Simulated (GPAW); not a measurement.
Crystal: SiC (Moissanite).

```xyz
4
Lattice="3.0760 0.0000 0.0000 -1.5380 2.6639 0.0000 0.0000 0.0000 5.0480" Properties=species:S:1:pos:R:3 pbc="T T T"
Si    1.5380    0.8880    2.5240
Si    0.0000    1.7759    0.0000
C     1.5380    0.8880    4.4675
C     0.0000    1.7759    1.9435
```

- Program: GPAW 26.7.0
- Task: relaxation of cell and atoms
- Functional: TPSS
- Dispersion: D3
- Potentials or basis: GPAW PAW data sets (gpaw-data 1.2.1)
- Cutoff: 800 eV
- Basis: pw
- k mesh: 7 × 7 × 4
- Occupations: fermi-dirac, width 0.05 eV
- Spin: no spin polarisation

At the start: pressure 0.4 GPa; volume 10.34 Å³/atom.

Problem. How do energy, volume and symmetry change on relaxing?

Solution. Over 17 steps the energy falls by 8.9 meV/atom and the volume is 10.35 Å³/atom (+0.1 %); space group P6_3mc (No. 186, to 0.05 Å).

The path:
| step | energy change (eV) | largest force (eV/Å) | pressure (GPa) | volume (Å³) |
| --- | --- | --- | --- | --- |
| 1 | 0.0000 | 0.7452 | 0.43 | 41.36 |
| 2 | -0.0194 | 0.5151 | 0.24 | 41.37 |
| 3 | -0.0351 | 0.0855 | 0.05 | 41.39 |
| 4 | -0.0258 | 0.4287 | 0.02 | 41.40 |
| 5 | -0.0276 | 0.3846 | 0.01 | 41.40 |
| 6 | -0.0306 | 0.3020 | -0.01 | 41.40 |
| 7 | -0.0335 | 0.1912 | -0.03 | 41.40 |
| 8 | -0.0353 | 0.0647 | -0.03 | 41.40 |
| 9 | -0.0354 | 0.0636 | -0.02 | 41.40 |
| 10 | -0.0354 | 0.0622 | -0.02 | 41.40 |
| 11 | -0.0354 | 0.0594 | -0.02 | 41.40 |
| 12 | -0.0354 | 0.0553 | -0.02 | 41.40 |
| 13 | -0.0355 | 0.0499 | -0.02 | 41.40 |
| 14 | -0.0355 | 0.0435 | -0.02 | 41.40 |
| 15 | -0.0355 | 0.0361 | -0.02 | 41.40 |
| 16 | -0.0356 | 0.0279 | -0.02 | 41.40 |
| 17 | -0.0356 | 0.0182 | -0.02 | 41.40 |

Final structure:
```
Si C
1.0
     3.07780    0.00000    0.00000
    -1.53890    2.66545    0.00000
     0.00000    0.00000    5.04638
Si C
2 2
Cartesian
  1.5389 0.8885 2.5454
  0.0000 1.7770 0.0222
  1.5389 0.8885 4.4438
  0.0000 1.7770 1.9206
```

Caveat: later steps reuse the first step's grids; the PAW data sets were made with another functional, which shifts forces and pressure a little.
